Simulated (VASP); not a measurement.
Runs of VASP 6.6.1 on AlN. The structure is hexagonal, space group P6_3mc (No. 186). Conventional cell: a = 3.129 Å, b = 3.129 Å, c = 5.017 Å, α = 90.00°, β = 90.00°, γ = 120.00°. Al (site symmetry 3m) has 4 N at 1.90 to 1.91 Å as nearest neighbours. N (site symmetry 3m) has 4 Al at 1.90 to 1.91 Å as nearest neighbours. The cell is a database's computed one.

| task | level | potentials or basis | cell | k mesh | cutoff (eV) | mesh quality | gap on the mesh (eV) | pressure (GPa) | relaxed volume (Å³/atom) |
| --- | --- | --- | --- | --- | --- | --- | --- | --- | --- |
| relaxation of cell and atoms | RPBE | VASP PAW PBE potentials, release 64 (Al, N) | relaxed | 9 × 9 × 6 | 600 | not flagged | 3.97 | 0.0 | 10.80 |
| relaxation of cell and atoms | PBEsol | VASP PAW PBE potentials, release 64 (Al, N) | relaxed | 3 × 3 × 2 | 600 | coarse | 4.03 | 0.0 | 10.45 |
| relaxation of cell and atoms | LDA | VASP PAW LDA potentials, release 64 (Al, N) | relaxed | 9 × 9 × 6 | 600 | not flagged | (b) | 0.0 | 10.24 |
| relaxation of cell and atoms | PBE+D3(BJ) | VASP PAW PBE potentials, release 64 (Al, N) | relaxed | 9 × 9 × 6 | 600 | not flagged | 4.24 | 0.0 | (c) |
| relaxation of cell and atoms | PBEsol | VASP PAW PBE potentials, release 64 (Al, N) | relaxed | 9 × 9 × 6 | 600 | not flagged | 4.12 | 0.0 | 10.45 |
| relaxation of cell and atoms | PBEsol | VASP PAW PBE potentials, release 64 (Al, N) | relaxed | 9 × 9 × 6 | 580 | not flagged | 4.12 | 0.0 | 10.45 |
| single point | PBEsol | VASP PAW PBE potentials, release 64 (Al, N) | as given | 9 × 9 × 6 | 520 | not flagged | (a) | -3.2 | - |
| relaxation of cell and atoms | PBEsol | VASP PAW PBE potentials, release 64 (Al, N_s) | relaxed | 9 × 9 × 6 | 480 | not flagged | 4.12 | 0.0 | 10.46 |

Alike in all rows: no spin polarisation; smearing gaussian 0.02 eV.

Question: Estimate the missing entries.

Answer: (a) 3.98; (b) 4.40; (c) 10.40.

Caveats: some runs use coarse meshes; an odd mesh through Γ misses points on the zone boundary, where band edges often lie; the PAW data sets were made with another functional, which shifts forces and pressure a little (some runs).

Not every run made on this cell is shown here.
